Diamond-structure tin (Fd-3m, 2-atom cell) at fixed geometries, computed with Ansatz 0.2.0: PBEsol, scalar-relativistic, no spin polarisation, PAW, 420 eV plane-wave cutoff, 12×12×12 k mesh, Gaussian smearing of 0.1 eV. Energies are taken at zero smearing, relative to tin's standard crystal in the same functional; pressure is positive in compression.

```
volume (Å³/atom)  shortest distance (Å)  energy over elements (eV/atom)  pressure (GPa)
          30.417                  2.703                           0.129           8.110
          31.824                  2.744                           0.072           4.910
          32.712                  2.770                           0.050           3.250
          33.461                  2.791                           0.037           2.030
          33.477                  2.791                           0.037           2.010
          33.922                  2.803                           0.033           1.360
          34.971                  2.832                           0.028           0.000
          35.565                  2.848                           0.030          -0.670
          36.020                  2.860                           0.032          -1.140
          36.837                  2.882                           0.040          -1.900
          37.069                  2.888                           0.043          -2.100
          38.791                  2.932                           0.072          -3.350
```

The table follows grey tin, the diamond-structure form, through a uniform change of size. Its energy is lowest at 34.971 Å³/atom, where the pressure is zero, and the energy steps agree with the integrated pressure to within the rounding. This shows that the curve is consistent with itself. It does not show that the functional has the right ground state or the right electrons at the band edges, and there are signs that it has neither.

**The sign of the energy**

The first sign is in the column "energy over elements", which compares each cell with the standard crystal of tin in the same functional. All twelve values are positive, and the lowest is 0.028 eV/atom, or 2.7 kJ/mol. Grey tin is the stable form of the element at low temperature, so at its best volume no other form should lie below it. Here another form seems to. The phase of the reference is not stated; it is probably white tin, the ordinary metal.

The likely reason lies in how PBEsol treats uneven electron density. Grey tin is an open network with four neighbours per atom, so its density varies strongly between the bonds and the empty spaces. White tin is denser and its electrons are spread more evenly. A strong gradient correction favours the open structure, but PBEsol uses a weak one, which tends to favour dense packing. The table holds one functional only and cannot test this. Missing spin-orbit coupling and the unseen settings of the reference may also contribute to an offset this small. Missing zero-point motion is an unlikely cause: it is expected to be larger in grey tin, with its stiffer bonds, than in white tin, so adding it should raise the offset.

**The overlap of the bands**

The second failure is not in the table but in the band-count gaps of the same runs, printed after this text. The 28 electrons of the cell would fill 14 bands. The band-count gap is the lowest energy in band 15 less the highest energy in band 14, wherever in the crystal's momentum space each occurs. If it is negative, some electrons leave the top of one band for the bottom of the next, and the crystal is a semimetal.

Real grey tin is a borderline case: its filled and empty bands touch at Γ, the point of zero crystal momentum, and the gap is zero. The calculation instead gives an overlap of 0.19 eV at zero pressure. A slightly wrong cell size is not the main cause, because the cell at 33.922 Å³/atom, 3% smaller, still overlaps by 0.13 eV. The overlap all but vanishes only at 31.824 Å³/atom, under a pressure of about 5 GPa.

The band energies at 36.837 Å³/atom show where the overlap comes from. The p-like levels at Γ lie 0.125 eV above the Fermi level and are almost empty: their electrons have moved to lower states elsewhere. If they are the top of band 14, the bottom of band 15 lies 0.16 eV below the Fermi level, somewhere away from Γ. From the known bands of germanium and tin, that place is most likely the L point, at the edge of the zone along the bond direction; its energies are not among the values at hand.

**Why the functional closes gaps**

A semilocal functional gives filled and empty states the same smooth potential. Real exchange and screening act differently on different kinds of state, and a common potential cannot follow this. In semiconductors of this family the s-like antibonding levels therefore tend to come out too low against the p-like bonding ones. Where a material has a gap, a second error adds to this: the exact potential jumps upward when an electron is added across the gap, and a semilocal one does not. Real grey tin has no gap, so that jump cannot be the cause here. In grey tin the conduction minimum at L lies only about 0.1 eV above the touching point (a rough, recalled value), so an error of ordinary size pushes it below.

The energy curve hardly notices. At zero pressure there are only about 0.09 states per eV and cell at the Fermi level, so the misplaced pockets hold of the order of a hundredth of an electron. A smooth energy curve is therefore no evidence for correct bands.

**Why spin-orbit coupling is no excuse**

The calculation leaves out spin-orbit coupling, which is strong in tin, and it is tempting to blame the overlap on that. A short estimate, with no constant adjusted to the rows, points the other way. With spin counted, the p-like triplet at Γ holds six states. The coupling splits them by $\Delta$ into four that rise by $\Delta/3$ and two that fall by $2\Delta/3$, so that their average stays put.

With $\Delta \approx 0.7$ eV, a rough recalled value, the upper four rise by $0.7/3 \approx 0.23$ eV. The s-like state expected at L should move much less. At zero pressure the overlap would then grow from 0.19 to about 0.43 eV. The missing coupling thus hides part of the functional's error.

**The one row with a gap**

The smallest cell, at 30.417 Å³/atom, is the only one that appears as a semiconductor, with a gap of 0.05 eV at Γ. Here an s-like antibonding level lies just above the p-like triplet. Compression strengthens the overlap between neighbouring atoms and pushes this level up; expansion lets it sink. At 36.837 Å³/atom it lies 1.29 eV below the triplet. In the band count it then takes two electrons that the triplet would otherwise hold. Four are left for the triplet's six states, so bands 14 and 15 touch at Γ and leave no gap there.

That small gap should not be trusted. The estimated spin-orbit rise of 0.23 eV is more than four times as large and would put the p-like states back above the s-like level. The functional errs in the opposite direction, since it tends to place the s-like level too low. With two errors of opposite sign, each probably larger than the gap, these runs cannot settle the true state of this cell. The sampled points may also have missed a band crossing.

For the cell at 31.824 Å³/atom, where the bands all but touch, the data makers' notes add a caution that spin-orbit coupling could open a gap. That caution rests on their tests on other systems; the run itself reported no such warning. If the s-like level has already sunk below the triplet in this cell, as its rapid fall suggests, the band count with the coupling included leaves two electrons for four states that cubic symmetry holds at one energy. The bands then still touch. As long as the levels keep this order, a gap needs a distortion that breaks the cubic symmetry.

**What to do about it**

Use the curve for how grey tin responds to a change of volume, after checking the equilibrium volume against a measurement. Do not use its energy offset to decide between grey and white tin: the two forms differ by only a few kJ/mol, about the size of the error.

For the bands, add spin-orbit coupling and a method that corrects the gap, such as a hybrid functional or GW, in the same calculation. By the estimate above, the coupling alone would deepen the false overlap. Then compare the energies at Γ and L directly, because a single gap value does not tell which pair of levels it measures.

Output of the analysis:

```
Energy and band-count gap:
     row  energy_eV_per_atom  band_count_gap_eV
  30.417               0.129            0.05146
  31.824               0.072          -0.002714
  32.712                0.05           -0.06119
  33.461               0.037            -0.1075
  33.477               0.037            -0.1083
  33.922               0.033            -0.1347
  34.971               0.028             -0.193
  35.565                0.03            -0.2238
   36.02               0.032            -0.2465
  36.837                0.04             -0.285
  37.069               0.043            -0.2954
  38.791               0.072            -0.3667
Rows with energy above the element reference: 12
Lowest energy over the element reference, eV/atom: 0.028
The same in kJ/mol: 2.702
Smearing term at the minimum, eV/atom: 0.0006206
Largest mismatch of energy steps and integrated pressure, eV/atom: 0.000758
Rows with a positive band-count gap: 1
Band overlap at zero pressure, eV: 0.193
Band overlap at 33.922, eV: 0.1347
Volume of row 31.824 over that at zero pressure: 0.91
Gap of row 30.417 over the smearing width of 0.1 eV: 0.5146
Singlet less triplet at Gamma in row 30.417, eV: 0.05146
Singlet less triplet at Gamma in row 36.837, eV: -1.288
Fall of the singlet against the triplet between these rows, eV: 1.339
Fall of the band-count gap between these rows, eV: 0.3364
Ratio of the two falls: 3.981
Implied conduction bottom in row 36.837, eV from the Fermi level: -0.16
Gap change per percent of volume from 30.417 to 31.824, meV: -11.98
Gap change per percent of volume from 31.824 to 32.712, meV: -21.25
Estimated spin-orbit rise of the valence top, eV: 0.2333
Row 30.417 singlet less quartet with that rise, eV: -0.1819
Zero-pressure overlap with that rise, eV: 0.4263
```
